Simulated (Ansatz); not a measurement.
Runs of Ansatz 0.2.0 on ZnCu. It takes space group Pm-3m (No. 221, cubic). The conventional cell has a = 2.945 Å, b = 2.945 Å, c = 2.945 Å, α = 90.00°, β = 90.00°, γ = 90.00°. Zn (site symmetry m-3m) has 8 Cu at 2.55 Å as nearest neighbours. Cu (site symmetry m-3m) has 8 Zn at 2.55 Å as nearest neighbours. 

| level | cutoff (eV) | gap on the mesh (eV) | pressure (GPa) | relaxed volume (Å³/atom) |
| --- | --- | --- | --- | --- |
| PBEsol | 420 | none | 0.0 | 12.32 |
| RPBE | 420 | none | 0.0 | (a) |
| LDA | 420 | none | 0.0 | (b) |
| BLYP | 420 | none | 0.0 | 13.93 |
| r2SCAN | 500 | none | 0.0 | 12.46 |
| revPBE | 420 | none | 0.0 | 13.41 |

Alike in all rows: task relaxation of cell and atoms; potentials or basis Ansatz PAW; no spin polarisation; cell relaxed; k mesh 9 × 9 × 9; smearing fermi-dirac 0.05 eV.

**Question.** Estimate the missing entries.

**Answer.** (a) 13.55; (b) 11.84.

Caveats: the plane-wave basis is chosen anew once the cell has moved, so the energies of steps on either side of that aren't comparable; the PAW data sets come from PBE, with cores solved anew for the run's functional, which leaves a small shift of forces and pressure.

A gap of «none» marks a metal or a gap under the smearing width.

Runs at the PBE level aren't shown here.
